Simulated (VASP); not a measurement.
# K (I4_1/amd) in VASP: single point with r2SCAN

Aim: the single point of K with r2SCAN.

Program: VASP 6.6.1. These are calculated values, not measurements. Logs are shortened: lines on timing, memory, paths and dates and some standing lists are left out, and cuts for length are marked.

## (1) Starting point

Symmetry: I4_1/amd, No. 141, tetragonal system. Conventional cell: a = 4.416 Å, b = 4.416 Å, c = 16.092 Å, α = 90.00°, β = 90.00°, γ = 90.00°. K (site symmetry -4m2) is surrounded by 4 K at 4.42 Å.

This isn't the form of K at room conditions, which is bcc.

## (2) Single point, r2SCAN

Input file POSCAR:

```
K
1.0
   -2.2081090471      2.2081090471      8.0458679461
    2.2081090471     -2.2081090471      8.0458679461
    2.2081090471      2.2081090471     -8.0458679461
K
2
Direct
    0.2500000000      0.7500000000      0.5000000000
    0.5000000000      0.5000000000      0.0000000000
```

Input file INCAR.step1:

```
PREC     = Accurate       # precision mode
ENCUT    = 520            # plane-wave cutoff, eV
ISMEAR   = 0              # smearing method
SIGMA    = 0.1            # smearing width, eV
LREAL    = F              # projectors in reciprocal space
LASPH    = T              # aspherical terms in the spheres
NELM     = 100            # most SCF steps
NBANDS   = 16             # bands
GGA      = PE             # functional
ALGO     = Normal         # electronic algorithm
EDIFF    = 1E-4           # SCF threshold, eV
LWAVE    = T              # write WAVECAR
LCHARG   = F              # write CHGCAR
```

Input file INCAR.step2:

```
PREC     = Accurate       # precision mode
ENCUT    = 520            # plane-wave cutoff, eV
EDIFF    = 1E-6           # SCF threshold, eV
ISMEAR   = 0              # smearing method
SIGMA    = 0.1            # smearing width, eV
LREAL    = F              # projectors in reciprocal space
LASPH    = T              # aspherical terms in the spheres
NELM     = 100            # most SCF steps
ALGO     = Normal         # electronic algorithm
ISIF     = 2              # what is computed and relaxed
LWAVE    = F              # write WAVECAR
LCHARG   = F              # write CHGCAR
METAGGA  = R2SCAN         # meta-GGA
LMIXTAU  = T            
NBANDS   = 16             # bands
ISTART   = 1
```

Input file KPOINTS:

```
Automatic mesh
0
Gamma
  6 6 6
```

Potentials or basis: VASP PAW PBE potentials, release 64 (K_sv).

Command:

```bash
$ cat potpaw_PBE.64/K_sv/POTCAR > POTCAR
$ cp INCAR.step1 INCAR
$ mpirun -np 1 vasp_std > vasp.out
$ cp INCAR.step2 INCAR
$ mpirun -np 1 vasp_std > vasp.out
```

OUTCAR:

```text
PREC = Accurate
   ENCUT = 520
   EDIFF = 1E-6
   ISMEAR = 0
   LREAL = F
   LASPH = T
   NELM = 100
   ISIF = 2
   METAGGA = R2SCAN
   ISTART = 1

 ion  position               nearest neighbor table
   1  0.250  0.750  0.500-
   2  0.500  0.500  0.000-

  LATTYP: Found a body centered tetragonal cell.
 ALAT       =     4.4162180942
 C/A-ratio  =     3.6437819757

  Lattice vectors:

 A1 = (  -2.2081090471,   2.2081090471,   8.0458679461)
 A2 = (   2.2081090471,  -2.2081090471,   8.0458679461)
 A3 = (   2.2081090471,   2.2081090471,  -8.0458679461)

Analysis of symmetry for initial positions (statically):
=====================================================================
 Subroutine PRICEL returns:
 Original cell was already a primitive cell.

 Routine SETGRP: Setting up the symmetry group for a
 body centered tetragonal supercell.

 Subroutine GETGRP returns: Found 16 space group operations
 (whereof  8 operations were pure point group operations)
 out of a pool of 16 trial point group operations.

The static configuration has the point symmetry D_2d.
 The point group associated with its full space group is D_4h.

Analysis of symmetry for dynamics (positions and initial velocities):
=====================================================================
 Subroutine PRICEL returns:
 Original cell was already a primitive cell.

 Routine SETGRP: Setting up the symmetry group for a
 body centered tetragonal supercell.

 Subroutine GETGRP returns: Found 16 space group operations
 (whereof  8 operations were pure point group operations)
 out of a pool of 16 trial point group operations.

The dynamic configuration has the point symmetry D_2d.
 The point group associated with its full space group is D_4h.

 Subroutine INISYM returns: Found 16 space group operations
 (whereof  8 operations are pure point group operations),
 and found     1 'primitive' translations

----------------------------------------------------------------------------------------

                                     Primitive cell

  volume of cell :     156.9184

  direct lattice vectors                    reciprocal lattice vectors
    -2.208109047  2.208109047  8.045867946     0.000000000  0.226438092  0.062143700
     2.208109047 -2.208109047  8.045867946     0.226438092  0.000000000  0.062143700
     2.208109047  2.208109047 -8.045867946     0.226438092  0.226438092  0.000000000

  length of vectors
     8.630613080  8.630613080  8.630613080     0.234810666  0.234810666  0.320231821

  position of ions in fractional coordinates (direct lattice)
     0.250000000  0.750000000  0.500000000
     0.500000000  0.500000000  0.000000000

  ion indices of the primitive-cell ions
   primitive index   ion index
                 1           1
                 2           2

----------------------------------------------------------------------------------------

 KPOINTS: Automatic mesh

Automatic generation of k-mesh.
 Grid dimensions read from file:
 generate k-points for:    6    6    6

 Generating k-lattice:

  Cartesian coordinates                     Fractional coordinates (reciprocal lattice)
     0.000000000  0.037739682  0.010357283     0.166666667  0.000000000  0.000000000
     0.037739682  0.000000000  0.010357283     0.000000000  0.166666667  0.000000000
     0.037739682  0.037739682  0.000000000     0.000000000  0.000000000  0.166666667

  Length of vectors
     0.039135111  0.039135111  0.053371970

  Shift w.r.t. Gamma in fractional coordinates (k-lattice)
     0.000000000  0.000000000  0.000000000

 Subroutine IBZKPT returns following result:
 ===========================================

 Found     30 irreducible k-points:

 Following reciprocal coordinates:
            Coordinates               Weight
  0.000000  0.000000  0.000000      1.000000
  0.166667  0.000000  0.000000      8.000000
  0.333333 -0.000000  0.000000      8.000000
  0.500000  0.000000 -0.000000      4.000000
  0.166667  0.166667  0.000000      8.000000
  0.333333  0.166667  0.000000     16.000000
[... 16 lines left out ...]
 -0.333333 -0.333333  0.166667      8.000000
 -0.166667 -0.333333  0.166667      8.000000
 [... further k-points ...]
   k-points           NKPTS =     30   k-points in BZ     NKDIM =     30   number of bands    NBANDS=     16
   number of dos      NEDOS =    301   number of ions     NIONS =      2
   total plane-waves  NPLWV = 262144
   dimension x,y,z NGX =    64 NGY =   64 NGZ =   64
   dimension x,y,z NGXF=   128 NGYF=  128 NGZF=  128
   ions per type =               2
   NGX,Y,Z   is equivalent  to a cutoff of  12.33, 12.33, 12.33 a.u.
   NGXF,Y,Z  is equivalent  to a cutoff of  24.66, 24.66, 24.66 a.u.
 SYSTEM =  unknown system
   PREC   = accura    normal or accurate (medium, high low for compatibility)
   ISTART =      1    job   : 0-new  1-cont  2-samecut
   ICHARG =      0    charge: 1-file 2-atom 10-const
   ISPIN  =      1    spin polarized calculation?
   LNONCOLLINEAR =      F non collinear calculations
   LSORBIT =      F    spin-orbit coupling
   LASPH  =      T    aspherical Exc in radial PAW
   ENCUT  =  520.0 eV  38.22 Ry    6.18 a.u.  16.05 16.05 16.05*2*pi/ulx,y,z
   NELM   =    100;   NELMIN=  2; NELMDL=  0     # of ELM steps
   EDIFF  = 0.1E-05   stopping-criterion for ELM
   LREAL  =      F    real-space projection
[... 7 lines left out ...]
   TEBEG  =    0.0;   TEEND  =   0.0 temperature during run
   PSTRESS=    0.0 pullay stress
   NELECT =      18.0000    total number of electrons
   NUPDOWN=      -1.0000    fix difference up-down
   EMIN   =  10.00;   EMAX   =-10.00  energy-range for DOS
   EFERMI =   0.00;   METHOD = LEGACY
   ISMEAR =     0;   SIGMA  =   0.10  broadening in eV -4-tet -1-fermi 0-gaus
   EFERMI_NEDOS =   21; number of points for ismear=-14 and -15
   IALGO  =     38    algorithm
   IMIX   =      4    mixing-type and parameters
     AMIX     =   0.40;   BMIX     =  1.00
     AMIX_MAG =   1.60;   BMIX_MAG =  1.00
  volume/ion in A,a.u.               =      78.46       529.47
  Fermi-wavevector in a.u.,A,eV,Ry     =   0.795440  1.503165  8.608754  0.632726
  Thomas-Fermi vector in A             =   1.901769
   LORBIT       =      0    0 simple, 1 ext, 2 COOP (PROOUT), +10 PAW based schemes
   METAGGA = R2SCAN    functional components
   LHFCALC =     F    Hartree Fock is set to
   AEXX    =    0.0000 exact exchange contribution
   IVDW    =     0    specifies the selected vdW correction
   LEPSILON=     F    determine dielectric tensor
   LRPA    =     F    only Hartree local field effects (RPA)
 non-spin polarized calculation
 Gauss-broadening in eV      SIGMA  =   0.10
  energy-cutoff  :      520.00
  volume of cell :      156.92
 maximum number of plane-waves:      4246
   NGX = 33   NGY = 33   NGZ = 33

 number of electron      18.0000000 magnetization

 Free energy of the ion-electron system (eV)
  ---------------------------------------------------
  ext. energy  EPLUGINS =         0.00000000
  ---------------------------------------------------
  free energy    TOTEN  =       -11.88579078 eV

  energy without entropy =      -11.87806131  energy(sigma->0) =      -11.88192605

 E-fermi :  -0.1460     XC(G=0):  -5.7398

 val. band max:       -0.2011331508   @ k =   0.3333   0.3333   0.0000
 cond. band min:      -0.1204102018   @ k =   0.1667   0.1667   0.0000
 fundamental gap:      0.0807229490
 Fermi energy:        -0.1460481832

 k-point     1 :       0.0000    0.0000    0.0000
  band No.  band energies     occupation
      1     -33.9994      2.00000
      2     -33.9957      2.00000
      3     -16.7351      2.00000
      4     -16.6719      2.00000
      5     -16.6719      2.00000
      6     -16.6686      2.00000
[... 8 lines left out ...]
     15       5.1322      0.00000
     16       5.1326      0.00000

 k-point     2 :       0.1667    0.0000    0.0000
  band No.  band energies     occupation
      1     -33.9984      2.00000
      2     -33.9952      2.00000
      3     -16.7304      2.00000
      4     -16.6891      2.00000
      5     -16.6843      2.00000
      6     -16.6710      2.00000
[... 8 lines left out ...]
     15       4.4996      0.00000
     16       5.0810      0.00000

 k-point     3 :       0.3333   -0.0000    0.0000
  band No.  band energies     occupation
      1     -33.9965      2.00000
      2     -33.9941      2.00000
      3     -16.7266      2.00000
      4     -16.7219      2.00000
      5     -16.7079      2.00000
      6     -16.6719      2.00000
[... 8 lines left out ...]
     15       4.2233      0.00000
     16       4.9914      0.00000

 k-point     4 :       0.5000    0.0000   -0.0000
  band No.  band energies     occupation
      1     -33.9955      2.00000
      2     -33.9937      2.00000
      3     -16.7391      2.00000
      4     -16.7361      2.00000
      5     -16.7058      2.00000
      6     -16.6756      2.00000
[... 8 lines left out ...]
     15       4.1656      0.00000
     16       4.8456      0.00000

 k-point     5 :       0.1667    0.1667    0.0000
  band No.  band energies     occupation
      1     -33.9974      2.00000
      2     -33.9947      2.00000
      3     -16.7241      2.00000
      4     -16.6903      2.00000
      5     -16.6875      2.00000
      6     -16.6827      2.00000
[... 8 lines left out ...]
     15       3.9814      0.00000
     16       4.5365      0.00000

 k-point     6 :       0.3333    0.1667    0.0000
  band No.  band energies     occupation
      1     -33.9955      2.00000
      2     -33.9937      2.00000
      3     -16.7220      2.00000
      4     -16.7212      2.00000
      5     -16.7035      2.00000
      6     -16.6868      2.00000
[... 8 lines left out ...]
     15       4.0996      0.00000
     16       4.2281      0.00000
[... 267 lines left out ...]
 k-point    21 :      -0.3333    0.5000    0.1667
  band No.  band energies     occupation
      1     -33.9951      2.00000
      2     -33.9942      2.00000
      3     -16.7240      2.00000
      4     -16.7171      2.00000
      5     -16.6987      2.00000
      6     -16.6891      2.00000
[... 8 lines left out ...]
     15       3.7767      0.00000
     16       4.2403      0.00000

 k-point    22 :      -0.1667    0.5000    0.1667
  band No.  band energies     occupation
      1     -33.9961      2.00000
      2     -33.9946      2.00000
      3     -16.7254      2.00000
      4     -16.7208      2.00000
      5     -16.7030      2.00000
      6     -16.6791      2.00000
[... 8 lines left out ...]
     15       3.9317      0.00000
     16       5.0010      0.00000

 k-point    23 :      -0.3333   -0.3333    0.1667
  band No.  band energies     occupation
      1     -33.9969      2.00000
      2     -33.9953      2.00000
      3     -16.7141      2.00000
      4     -16.6941      2.00000
      5     -16.6886      2.00000
      6     -16.6820      2.00000
[... 8 lines left out ...]
     15       4.0044      0.00000
     16       4.1975      0.00000

 k-point    24 :      -0.1667   -0.3333    0.1667
  band No.  band energies     occupation
      1     -33.9980      2.00000
      2     -33.9956      2.00000
      3     -16.7225      2.00000
      4     -16.6918      2.00000
      5     -16.6822      2.00000
      6     -16.6748      2.00000
[... 8 lines left out ...]
     15       4.2604      0.00000
     16       4.9513      0.00000

 [... further k-points ...]

------------------------ aborting loop because EDIFF is reached ----------------------------------------

  FORCE on cell =-STRESS in cart. coord.  units (eV):
  Direction    XX          YY          ZZ          XY          YZ          ZX
  --------------------------------------------------------------------------------------
  -------------------------------------------------------------------------------------
  Total       -0.0579694     -0.0579694      0.0736599      0.0000000      0.0000000      0.0000000
  in kB       -0.5918827     -0.5918827      0.7520861      0.0000000      0.0000000      0.0000000
  external PRESSURE =      -0.1438931 kB  Pullay stress =       0.0000000 kB

 VOLUME and BASIS-vectors are now :
 -----------------------------------------------------------------------------
  energy-cutoff  :      520.00
  volume of cell :      156.92
      direct lattice vectors                 reciprocal lattice vectors
    -2.208109047  2.208109047  8.045867946     0.000000000  0.226438092  0.062143700
     2.208109047 -2.208109047  8.045867946     0.226438092  0.000000000  0.062143700
     2.208109047  2.208109047 -8.045867946     0.226438092  0.226438092  0.000000000

 POSITION                                       TOTAL-FORCE (eV/Angst)
 -----------------------------------------------------------------------------------
      2.20811      0.00000      4.02293         0.000000      0.000000      0.000000
      0.00000      0.00000      8.04587        -0.000000     -0.000000     -0.000000
 -----------------------------------------------------------------------------------
    total drift:                                0.000000     -0.000000      0.000000

  FREE ENERGIE OF THE ION-ELECTRON SYSTEM (eV)
  ---------------------------------------------------
  free  energy   TOTEN  =       -11.8857907785 eV

  energy  without entropy=      -11.8780613123  energy(sigma->0) =      -11.88192605
```

Wall time 8.3 min (1 thread of Intel Xeon Platinum 8488C (Sapphire Rapids), shared host); peak memory 0.62 GiB.

Results:

```yaml
Free_energy: -11.8858 eV
Pressure: 0.0 GPa
Band_gap_on_the_k_mesh: none (metal or under the smearing width)
```

Caveat: the PAW data sets were made with another functional, which shifts forces and pressure a little.
